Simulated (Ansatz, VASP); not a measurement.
# Cross-check of Ta (Ta wire along [100], 12 atoms a period) between VASP and Ansatz

Wanted: the spread between two codes on one cell, functional and k mesh. The structure shown is the start of the Ansatz relaxation below; VASP solves that cell, so the two are compared at the walk's first step.

Method: plane waves, with VASP 6.6.1 beside it; single point at PBE, in Ansatz 0.2.0.

**1. Set-up**

The cell holds 12 atoms: 12 Ta. Its edges and angles: a = 13.440 Å, b = 13.440 Å, c = 3.320 Å, α = 90.0°, β = 90.0°, γ = 90.0°. Vacuum lies along a and b. The structure's axis is c.

**2. Ansatz: relaxation, PBE**

Ansatz runs on its PAW soft_1 files.

The two programs are compared at the cell with which this relaxation starts, whose forces are those of its first step.

The input, input.yaml:

```yaml
crystal:
  lattice:
    - [13.44, 0.0, 0.0]
    - [0.0, 13.44, 0.0]
    - [0.0, 0.0, 3.32]
  atoms:
    - { symbol: Ta, position: [0.376488095, 0.25297619, 0.0] }
    - { symbol: Ta, position: [0.376488095, 0.5, 0.0] }
    - { symbol: Ta, position: [0.376488095, 0.74702381, 0.0] }
    - { symbol: Ta, position: [0.623511905, 0.25297619, 0.0] }
    - { symbol: Ta, position: [0.623511905, 0.5, 0.0] }
    - { symbol: Ta, position: [0.623511905, 0.74702381, 0.0] }
    - { symbol: Ta, position: [0.25297619, 0.376488095, 0.5] }
    - { symbol: Ta, position: [0.25297619, 0.623511905, 0.5] }
    - { symbol: Ta, position: [0.5, 0.376488095, 0.5] }
    - { symbol: Ta, position: [0.5, 0.623511905, 0.5] }
    - { symbol: Ta, position: [0.74702381, 0.376488095, 0.5] }
    - { symbol: Ta, position: [0.74702381, 0.623511905, 0.5] }
kpoints:
  mp_grid: { grid: [1, 1, 25] }
scf:
  occupations: { method: fermi_dirac, width: 0.05 }
hamiltonian:
  xc: pbe
  pseudopotentials: { kind: paw, azcp: { folder: soft_1 } }
relax:
  cell: { fix: [a, b, alpha, beta, gamma] }
  max_steps: 45
  f_tol: 0.03
```

Launch:

```sh
ansatz run input.yaml --threads 4 --pin off --max-ram 16384MiB --backend cpu --events-out ev --progress --plain --runs-dir out
```

Numbers of over 12 decimals in the logs are rounded to 6 here.

Output:

```text
Engine: ansatz 0.2.0, aarch64-unknown-linux-gnu
Pseudopotentials: kind: paw
Pseudopotential: Ta, paw, valence charge 13, recommended cutoff 420 eV (normal), soft_1/Ta.paw.azcp
Functional definition: PBE
  parameter kappa = 0.804
  parameter beta = 0.066725
  exchange = pbe_x(kappa = kappa, mu = beta*pi^2/3)
  correlation = pbe_c(beta = beta)
Crystal: 12 atoms, lattice volume = 599.704 Å³
Basis set: ecut = 420 eV, 11743 PW (Γ), exchange–correlation on 180×180×48 points (8 copies of the dense FFT grid, shifted against one another)
Bands: 94, of which v1, the nominal top of the filled ones, is band 78 counted from 1 (77 counted from 0)
Symmetry: 16 space group operations
Space group: P42/mmc (ITA 131), of the structure as read, at distance tolerance 8.4e-5 Å
k-points: 13 of 25
Non-local potential: Ta, projectors of the file, l = 0: 3, l = 1: 2, l = 2: 2, l = 3: 1
PAW form: soft (Blöchl's): semilocal exchange-correlation on the pseudo side does not see the compensation charge
PAW one-centre angular grid: Ta, 590 points (default); XC on 64 Gauss nodes
Initial density: superposition of atomic densities (neutral atoms: chi_scale 0, normalization atom)
Initial wavefunctions: pseudopotential atomic-orbital guess
Functional: x = pbe(κ = 0.804, μ = 0.219515), c = pbe(β = 0.066725)
SCF iter   1: F=—  HF=-119197.134837 eV  |F-HF|=—  |Δ(HF+E_count)|=         —  Δρ=4.96e-2  dr2=1.49e2  ethr=3.10e-3  ⟨swp⟩=11.6  Hψ=5617  notcnv=0
preconditioner: auto → LDOS  [metal: Δε(μ)=0.037 eV  Ē_g=4.047 eV  σ=0.050 eV  W_gap=0.18  n_scr=110 (ndim 8)  ℏωp=11.7 eV  f_vac=0.433  D(μ)=8.76/eV (n_scr^D=36)  β→1.0]
SCF iter   2: F=—  HF=-119220.392839 eV  |F-HF|=—  |Δ(HF+E_count)|=    2.33e1  Δρ=8.72e-2  dr2=7.69e2  ethr=3.10e-3  ⟨swp⟩=9.0  Hψ=6138  notcnv=0  defer=19  recentre
SCF iter   3: F=—  HF=-119184.710744 eV  |F-HF|=—  |Δ(HF+E_count)|=    3.57e1  Δρ=2.49e-2  dr2=4.25e1  ethr=3.10e-3  ⟨swp⟩=6.8  Hψ=5466  notcnv=0
SCF iter   4: F=—  HF=-119181.298449 eV  |F-HF|=—  |Δ(HF+E_count)|=    3.41e0  Δρ=5.31e-3  dr2=3.60e-1  ethr=3.10e-3  ⟨swp⟩=4.6  Hψ=2507  notcnv=0  defer=10
SCF iter   5: F=—  HF=-119181.316957 eV  |F-HF|=—  |Δ(HF+E_count)|=   1.85e-2  Δρ=2.04e-3  dr2=1.54e-1  ethr=2.31e-4  ⟨swp⟩=5.1  Hψ=2383  notcnv=0  defer=8
SCF iter   6: F=—  HF=-119181.309744 eV  |F-HF|=—  |Δ(HF+E_count)|=   7.21e-3  Δρ=7.31e-4  dr2=1.65e-2  ethr=9.86e-5  ⟨swp⟩=2.9  Hψ=1934  notcnv=0  defer=9
SCF iter   7: F=—  HF=-119181.309010 eV  |F-HF|=—  |Δ(HF+E_count)|=   7.34e-4  Δρ=2.19e-4  dr2=3.36e-4  ethr=1.05e-5  ⟨swp⟩=2.0  Hψ=1626  notcnv=0  defer=8
SCF iter   8: F=—  HF=-119181.309183 eV  |F-HF|=—  |Δ(HF+E_count)|=   1.73e-4  Δρ=5.82e-5  dr2=6.86e-5  ethr=2.15e-7  ⟨swp⟩=3.5  Hψ=2265  notcnv=0  defer=6
SCF iter   9: F=—  HF=-119181.309326 eV  |F-HF|=—  |Δ(HF+E_count)|=   1.43e-4  Δρ=2.35e-5  dr2=2.63e-5  ethr=4.40e-8  ⟨swp⟩=2.1  Hψ=1699  notcnv=0  defer=6
SCF iter  10: F=—  HF=-119181.309326 eV  |F-HF|=—  |Δ(HF+E_count)|=   4.90e-7  Δρ=1.10e-5  dr2=9.52e-6  ethr=1.68e-8  ⟨swp⟩=2.1  Hψ=1568  notcnv=0  defer=6
SCF iter  11: F=—  HF=-119181.309326 eV  |F-HF|=—  |Δ(HF+E_count)|=   3.64e-7  Δρ=3.68e-6  dr2=1.83e-7  ethr=6.10e-9  ⟨swp⟩=2.0  Hψ=1525  notcnv=0  defer=6
SCF iter  12: F=-119181.309326 eV  HF=-119181.309326 eV  |F-HF|=7.38e-9  |Δ(HF+E_count)|=   8.73e-9  Δρ=1.15e-6  dr2=1.12e-8  ethr=6.41e-11  ⟨swp⟩=6.2  Hψ=4658  notcnv=0
SCF 1 converged in 12 iterations: F = -119181.309326 eV  dr2 = 1.12e-8
  greatest PAW one-centre occupation: 0.999 electrons in one spin orbital (limit 2), on the Ta atom at site 9 (counted from 0), in its partial waves of l = 0
relax step   1: F+E_penalty+E_count = -119181.30932594 eV  Δ(F+E_penalty+E_count) = +0.000e0 eV  max|allowed force component| = 2.068e0 eV/Å  Δτ_max = 0.0000 Å  P = -6.720 GPa  Ω = 599.704 Å³  fix = [a, b, alpha, beta, gamma]  reactions: a -6.040, b -6.040 GPa  (12 SCF iters, dr2 threshold 1.00e-7 eV, accepted)
[...]
relax step   4: F+E_penalty+E_count = -119183.27376254 eV  Δ(F+E_penalty+E_count) = -4.773e-2 eV  max|allowed force component| = 2.012e-1 eV/Å  Δτ_max = 0.0408 Å  P = -0.200 GPa  Ω = 569.568 Å³  energy of the carried Pulay correction = +2.314e-3 eV  fix = [a, b, alpha, beta, gamma]  reactions: a -0.265, b -0.265 GPa  (7 SCF iters, dr2 threshold 1.20e-6 eV, accepted)
[...]
relax step   5: F+E_penalty+E_count = -119183.28197601 eV  Δ(F+E_penalty+E_count) = -8.213e-3 eV  max|allowed force component| = 7.442e-2 eV/Å  Δτ_max = 0.0100 Å  P = +0.061 GPa  Ω = 570.335 Å³  energy of the carried Pulay correction = +2.254e-3 eV  fix = [a, b, alpha, beta, gamma]  reactions: a +0.052, b +0.052 GPa  (6 SCF iters, dr2 threshold 1.20e-6 eV, accepted)
[...]
relax step   6: F+E_penalty+E_count = -119183.28302301 eV  Δ(F+E_penalty+E_count) = -1.047e-3 eV  max|allowed force component| = 1.050e-2 eV/Å  Δτ_max = 0.0032 Å  P = +0.027 GPa  Ω = 570.250 Å³  energy of the carried Pulay correction = +2.261e-3 eV  fix = [a, b, alpha, beta, gamma]  reactions: a +0.033, b +0.033 GPa  (6 SCF iters, dr2 threshold 3.46e-7 eV, accepted)
[...]
relax step   7: F+E_penalty+E_count = -119183.28087363 eV  Δ(F+E_penalty+E_count) = +2.149e-3 eV  max|allowed force component| = 1.042e-2 eV/Å  Δτ_max = 0.0000 Å  P = +0.027 GPa  Ω = 570.250 Å³  fix = [a, b, alpha, beta, gamma]  reactions: a +0.033, b +0.033 GPa  stress off target by 1.32e-2 GPa on what of the cell is left free  SCF on the basis re-selected at this cell (its energy is not comparable with the rows above)  (6 SCF iters)
basis re-selected at this cell: Δ(F+E_penalty+E_count) = +2.149e-3 eV, ΔP = -0.000 GPa vs the last step (what re-selecting the basis moved, of the pressure what is left beyond the Pulay correction that the steps carried, after the strain that the cell walked since its last selection, with what the two solves' SCF thresholds leave and, on support functions, any second-order correction that the steps lacked; it is no m [...]
SCF converged after 6 iterations
Free energy (F): -119183.280874 eV
Harris-Foulkes:  -119183.280874 eV  (|F-HF|=2.91e-11)
Internal energy: -119183.160196 eV  (E = F + TS)
E sigma→0 (E₀):  -119183.220535 eV
Entropy (-TS):   -0.120678 eV (-10.057 meV/atom)
Fermi energy:    5.139252 eV
--- Per-component energies (eV) ---
  E_band       = -3404.945384
  E_kinetic    = 4717.883883
  E_local      = -54230.757943  (includes V_loc(G=0)·N_el)
  E_nonlocal   = -130.283124
  E_hartree    = 25129.398214
  E_xc         = -3842.285665
  E_vxc        = -2786.185809  (∫ρ·V_xc dr)
  E_paw        = -99654.406141  (= ΣΔE_a)
  E_vpaw       = -1234.399785  (= ΣTr[D̂ρ^β])
  E_aug_tail   = 0.001118  (compensation charges beyond the density's cutoff)
  E_ewald      = 8827.289463
  E_smearing   = -0.120678  (= −TS)
  E_closure    = -0.000000  (closes the sum)
  Σ components = -119183.280874   (vs F -119183.280874, Δ=0.00e0)
--- Forces (eV/Å), atoms counted from 1 ---
  atom   1  Ta    -0.00480075    -0.00842147     0.00000000
  atom   2  Ta     0.01042276     0.00000000     0.00000000
  atom   3  Ta    -0.00480075     0.00842147     0.00000000
  atom   4  Ta     0.00480075    -0.00842147     0.00000000
  atom   5  Ta    -0.01042276     0.00000000     0.00000000
  atom   6  Ta     0.00480075     0.00842147     0.00000000
  atom   7  Ta    -0.00842147    -0.00480075     0.00000000
  atom   8  Ta    -0.00842147     0.00480075     0.00000000
  atom   9  Ta     0.00000000     0.01042276     0.00000000
  atom  10  Ta     0.00000000    -0.01042276     0.00000000
  atom  11  Ta     0.00842147    -0.00480075     0.00000000
  atom  12  Ta     0.00842147     0.00480075     0.00000000
  max |Σ_I F_I| component: 6.94e-18 eV/Å
--- Stress (GPa, compression-positive) ---
        0.033324       0.000000       0.000000
        0.000000       0.033324       0.000000
        0.000000       0.000000       0.013248
  P = ⅓ Tr σ = 0.0266 GPa (0.266 kbar)
--- Relaxed structure (6 steps of the walk, 6 accepted, 1 SCFs on fresh bases) ---
  F+E_penalty+E_count = -119183.28087363 eV   max|allowed force component| = 1.042e-2 eV/Å   (the final SCF, on the basis selected at the relaxed cell)
  cell:  # Å, volume = 570.2501 Å³
    - [13.44, 0.0, 0.0]
    - [0.0, 13.44, 0.0]
    - [0.0, 0.0, 3.156944]
  atoms:
    - { symbol: Ta, position: [0.373748, 0.262011, 0.0] }
    - { symbol: Ta, position: [0.376586, 0.5, 0.0] }
    - { symbol: Ta, position: [0.373748, 0.737989, 0.0] }
    - { symbol: Ta, position: [0.626252, 0.262011, 0.0] }
    - { symbol: Ta, position: [0.623414, 0.5, 0.0] }
    - { symbol: Ta, position: [0.626252, 0.737989, 0.0] }
    - { symbol: Ta, position: [0.262011, 0.373748, 0.500000] }
    - { symbol: Ta, position: [0.262011, 0.626252, 0.500000] }
    - { symbol: Ta, position: [0.5, 0.376586, 0.500000] }
    - { symbol: Ta, position: [0.5, 0.623414, 0.500000] }
    - { symbol: Ta, position: [0.737989, 0.373748, 0.500000] }
    - { symbol: Ta, position: [0.737989, 0.626252, 0.500000] }
```

Reading the cycles: dr2 is the Hartree energy of the density residual (eV), the measure of convergence; HF is the Harris–Foulkes estimate of the energy, which meets the free energy F at convergence.

(Continued in part 2 of 2.)

[Lines on the potential files, build, host, timing and source positions are cut from VASP's logs without a mark.]

[Logs are printed without paths, hosts, clocks, repeated set-up lines and the standing remarks that a program may print on its own settings, such as how far it seeks lower states.]

[Hosts, paths, dates, database ids (printed as entryN), source tags and the programs' standing remarks are cut or masked in the printed files.]
